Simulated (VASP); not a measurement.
Input of a VASP 6.6.1 run:

Contents of INCAR:

```
ALGO     = Normal         # electronic algorithm
EDIFF    = 1E-6           # SCF threshold, eV
EDIFFG   = -0.01          # ionic threshold
ENCUT    = 600            # plane-wave cutoff, eV
GGA      = PE             # functional
IBRION   = 2              # ionic algorithm
ISIF     = 3              # what is computed and relaxed
ISMEAR   = 0              # smearing method
KPAR     = 2            
LASPH    = True           # aspherical terms in the spheres
LCHARG   = False          # write CHGCAR
LREAL    = False          # projectors in reciprocal space
LWAVE    = False          # write WAVECAR
NELM     = 80             # most SCF steps
NSW      = 90             # ionic steps
PREC     = Accurate       # precision mode
SIGMA    = 0.03           # smearing width, eV
```

The input KPOINTS:

```
k-points
0
Gamma
  12 12 5
```

File POSCAR:

```
GaN
1.0
    3.1800000000      0.0000000000      0.0000000000
   -1.5900000000      2.7539607840      0.0000000000
    0.0000000000      0.0000000000      5.1660000000
Ga N
2 2
Direct
    0.3333333333      0.6666666667      0.0000000000
    0.6666666667      0.3333333333      0.5000000000
    0.3333333333      0.6666666667      0.3750000000
    0.6666666667      0.3333333333      0.8750000000
```

Potentials or basis: VASP PAW PBE potentials, release 64 (Ga_d, N).

The run is started by

```console
$ cat potpaw_PBE.64/Ga_d/POTCAR potpaw_PBE.64/N/POTCAR > POTCAR
$ mpirun -np 2 vasp_std > vasp.out
```

(1) Estimate the band gap on the k mesh.

(2) Predict the relaxed volume.

Answers

(1) 1.72 eV, direct.

(2) 11.75 Å³/atom.
